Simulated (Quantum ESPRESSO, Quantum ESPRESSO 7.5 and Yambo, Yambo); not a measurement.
**KI (Fm-3m): G0W0 on several meshes in Yambo**

Wanted: mesh dependence and cost of G0W0 for KI (Fm-3m).

Main program and level: Quantum ESPRESSO 7.5 and Yambo 5.3.0; PBE and many-body steps on it, plane waves.

Most raw output is cut from this account.

## 1. Set-up

The structure is cubic, space group Fm-3m (No. 225). The conventional cell has a = 7.066 Å, b = 7.066 Å, c = 7.066 Å, α = 90.00°, β = 90.00°, γ = 90.00°. K has 6 I at 3.53 Å nearest. I has 6 K at 3.53 Å nearest. Farther neighbours and most contacts between anions are not listed.

As a file:

```cif
data_structure
_symmetry_space_group_name_H-M 'P 1'
_symmetry_Int_Tables_number 1
_cell_length_a 4.9961
_cell_length_b 4.9961
_cell_length_c 4.9961
_cell_angle_alpha 60.000
_cell_angle_beta 60.000
_cell_angle_gamma 60.000
_cell_volume 88.18
loop_
_atom_site_label
_atom_site_type_symbol
_atom_site_fract_x
_atom_site_fract_y
_atom_site_fract_z
_atom_site_occupancy
K1 K 0.00000 0.00000 0.00000 1
I2 I 0.50000 0.50000 0.50000 1
```

The cell and positions come from the Crystallography Open Database and are kept as given unless a step says otherwise. Spin-orbit coupling is left out unless a step names it.

## 2. Empty states on the mesh, 4×4×4 mesh, 384 bands

This step: Quantum ESPRESSO 7.5; DFT, PBE, plane waves, norm-conserving pseudopotentials.

The sums over transitions need many empty states on a uniform mesh; this step solves for them.

pw.in

```
&control
  calculation = 'nscf'
  prefix = 'x'
  outdir = 'o'
  pseudo_dir = 'pseudo'
/
&system
  ibrav = 0
  nat = 2
  ntyp = 2
  ecutwfc = 76.0
  nbnd = 384
  force_symmorphic = .true.
/
&electrons
  conv_thr = 1e-9
  electron_maxstep = 80
  diago_full_acc = .true.
  diago_thr_init = 5e-6
/
ATOMIC_SPECIES
  K 39.098 K.upf
  I 126.9 I.upf
CELL_PARAMETERS angstrom
  0.0000000000 3.5327750000 3.5327750000
  3.5327750000 0.0000000000 3.5327750000
  3.5327750000 3.5327750000 -0.0000000000
ATOMIC_POSITIONS crystal
  K 0.0000000000 0.0000000000 0.0000000000
  I 0.5000000000 0.5000000000 0.5000000000
K_POINTS automatic
  4 4 4 0 0 0
```

Command:

```console
OMP_NUM_THREADS=1 mpirun -n 4 pw.x -nk 4 -in pw.in > pw.out
```

It took 97 s on 4 MPI ranks of Intel Xeon Platinum 8259CL at 2.50GHz (Skylake/Cascade Lake), shared host; peak memory 1.2 GiB.

Numbers from this step:

- gap: 3.968 eV
- k of the valence top: 0, 0, 0
- k of the conduction bottom: 0, 0, 0
- least direct gap: 3.968 eV
- k points computed: 8
- lowest point of the top converged band, above the valence top: 142.3339 eV

On this mesh the gap is 3.968 eV.

The density comes from a self-consistent run that is not shown.

## 3. Conversion and set-up

This step: Yambo 5.3.0; conversion and set-up on PBE, plane waves, norm-conserving pseudopotentials.

The states are converted to the many-body program's format and the q mesh is built.

Command:

```console
(cd o/x.save; p2y > p2y.log; mv SAVE ../..); yambo > setup.log
```

Run time: 6.4 s. Hardware: 1 MPI rank; peak memory 0.26 GiB.

## 4. 4×4×4

Now the one-shot GW correction: screening in the RPA, then the self-energy of the levels asked for.

This step: G0W0 on PBE, plane waves, norm-conserving pseudopotentials.

gw2.in

```
HF_and_locXC
gw0
dyson
ppa
em1d
rim_cut
RandQpts= 1000000
RandGvec= 1 RL
EXXRLvcs= 76 Ry
VXCRLvcs= 304 Ry
Chimod= "HARTREE"
% BndsRnXp
 1 | 167 |
%
NGsBlkXp= 11.5 Ry
% LongDrXp
 1 | 1 | 1 |
%
% GbndRnge
 1 | 167 |
%
DysSolver= "n"
ExtendOut
PPAPntXp= 27.21138 eV
% QPkrange
 1 | 1 | 16 | 19 |
%
```

Command:

```console
OMP_NUM_THREADS=1 mpirun -n 4 yambo -F gw2.in -J gw2 -C gw2 > gw2.log
```

The job ended after 12 min (4 MPI ranks; peak memory 2.2 GiB; 50 min of CPU time).

This step gave:

| Property | Result |
| --- | --- |
| G0W0 gap on the points computed | 6.052 eV |
| starting gap on the mesh | 3.968 eV |
| k of the valence top | 0, 0, 0 |
| k of the conduction bottom | 0, 0, 0 |
| least direct G0W0 gap on the computed points | 6.052 eV |
| Z at the valence top | 0.8260 |
| Z at the conduction bottom | 0.8630 |

The gap on the mesh goes from 3.97 eV to 6.05 eV, a correction of +2.08 eV.

## 5. Empty states on the mesh, 2×2×2 mesh, 167 bands

This step: Quantum ESPRESSO 7.5; DFT, PBE, plane waves, norm-conserving pseudopotentials.

pw.in, as its differences from that of step 2:

```diff
@@ -11,3 +11,3 @@
   ecutwfc = 76.0
-  nbnd = 384
+  nbnd = 167
   force_symmorphic = .true.
@@ -31,2 +31,2 @@
 K_POINTS automatic
-  4 4 4 0 0 0
+  2 2 2 0 0 0
```

Command:

```console
OMP_NUM_THREADS=1 mpirun -n 4 pw.x -nk 4 -in pw.in > pw.out
```

Wall time 20 s (4 MPI ranks); peak memory 0.55 GiB.

Numbers from this step:

| Property | Result |
| --- | --- |
| gap | 3.968 eV |
| k of the valence top | 0, 0, 0 |
| k of the conduction bottom | 0, 0, 0 |
| least direct gap | 3.968 eV |
| k points computed | 3 |
| lowest point of the top converged band, above the valence top | 77.0179 eV |

On this mesh the gap is 3.968 eV.

## 6. Conversion and set-up

This step: Yambo 5.3.0; conversion and set-up on PBE, plane waves, norm-conserving pseudopotentials.

Command:

```console
(cd o/x.save; p2y > p2y.log; mv SAVE ../..); yambo > setup.log
```

It took 4.8 s on 1 MPI rank; peak memory 0.26 GiB.

## 7. 2×2×2

This step: G0W0 on PBE, plane waves, norm-conserving pseudopotentials.

gw11.in

```
HF_and_locXC
gw0
dyson
ppa
em1d
rim_cut
RandQpts= 1000000
RandGvec= 1 RL
EXXRLvcs= 76 Ry
VXCRLvcs= 304 Ry
Chimod= "HARTREE"
% BndsRnXp
 1 | 167 |
%
NGsBlkXp= 11.5 Ry
% LongDrXp
 1 | 1 | 1 |
%
% GbndRnge
 1 | 167 |
%
DysSolver= "n"
ExtendOut
PPAPntXp= 27.21138 eV
% QPkrange
 1 | 1 | 16 | 19 |
%
```

Command:

```console
OMP_NUM_THREADS=1 mpirun -n 4 yambo -F gw11.in -J gw11 -C gw11 > gw11.log
```

It took 51 s on 4 MPI ranks; peak memory 1.6 GiB; 3.3 min of CPU time.

This step gave:

- G0W0 gap on the points computed: 5.904 eV
- starting gap on the mesh: 3.968 eV
- k of the valence top: 0, 0, 0
- k of the conduction bottom: 0, 0, 0
- least direct G0W0 gap on the computed points: 5.904 eV
- Z at the valence top: 0.8259
- Z at the conduction bottom: 0.8577

Against G0W0 in Yambo (4×4×4 mesh, 167 bands, screening to 156.5 eV, Godby-Needs plasmon pole), the gap moves by −0.147 eV.

## 8. The runs together

Times are wall times on 4 MPI ranks of Intel Xeon Platinum 8259CL at 2.50GHz (Skylake/Cascade Lake), shared host, good to a factor of about two.

```tsv
run	mesh	bands	screening cutoff (eV)	DFT gap (eV)	gap on the mesh (eV)	direct (eV)	time
4×4×4	4×4×4	167	156.5	3.968	6.052	6.052	12 min
2×2×2	2×2×2	167	156.5	3.968	5.904	5.904	51 s
```

## 9. What came out

| Quantity | Value |
| --- | --- |
| 4×4×4 | 6.052 eV |
| 2×2×2 | 5.904 eV |
| known limits | not at the basis limit; no spin-orbit coupling; coarse k mesh |

In words: 2×2×2: −0.147 eV against 4×4×4. Bands and cutoff are finite, so the gap is not at the basis limit. The miss can reach some tenths of an eV and take either sign; the mesh is an error of its own. In the G0W0 runs levels were corrected at 1 k point alone, so a gap called «on the mesh» is the least over those, and an edge elsewhere would be missed. The many-body steps are scalar-relativistic: spin-orbit coupling is not in them.

[Paths, hosts, dates, memory and timing lines, banners, echoed tables and standing remarks are left out of the program output.]

[Logs are printed without paths, hosts, clocks, repeated set-up lines and the standing remarks that a program may print on its own settings, such as how far it seeks lower states.]

[Runs of the session that timed out or met a known fault of the program may be left out.]

[Hosts, paths, dates, database ids (printed as entryN), source tags and the programs' standing remarks are cut or masked in the printed files.]
